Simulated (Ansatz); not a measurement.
Rocksalt CdS, relaxed with r2SCAN in the PAW code Ansatz: space group Fm-3m (No. 225), cubic; conventional cell a = 5.454 Å, 20.27 Å³ an atom. Cd has 6 S at 2.73 Å; S has 6 Cd at 2.73 Å. The primitive cell holds 2 atoms in 40.55 Å³. (Calculated; non-magnetic; the phase may be known or hypothetical.)

Computed values: PBE gives a gap of 0.26 eV and PBE0 (25 % exact exchange) 1.91 eV; one over PBE's mean ε∞ is 0.110. HSE06+SOC (4×4×4) gives a least gap of 1.22 eV and a least direct gap of 2.74 eV. r2SCAN's ε∞ is 7.77.

(1) Taking the gap as linear in the share of unscreened exchange, estimate the gap of the hybrid whose share is 1/ε∞.

(2) At what wavelength does absorption set in by HSE06+SOC, excitons left aside?

(3) What refractive index and reflectivity at normal incidence follow, below the gap and above the phonons?

Answers

(1) The slope is (1.91 − 0.26)/0.25 = 6.60 eV per unit share, so E_g ≈ 0.26 + 6.60 × 0.110 = 0.99 eV. The run with that share gives 0.96 eV (6×6×6 mesh), -0.03 eV from the straight line.

(2) λ = 1239.84 eV nm/E: 1016 nm for the least gap, where it needs phonons and is weak, and 452 nm for direct transitions. The direct edge lies in the visible range.

(3) n = √7.77 = 2.787; R = ((n − 1)/(n + 1))² = (1.787/3.787)² = 22.3 % a face.

Only the levels marked +SOC include spin-orbit coupling.

The meshes of the hybrids are coarse, so their gaps aren't converged to the digits shown.
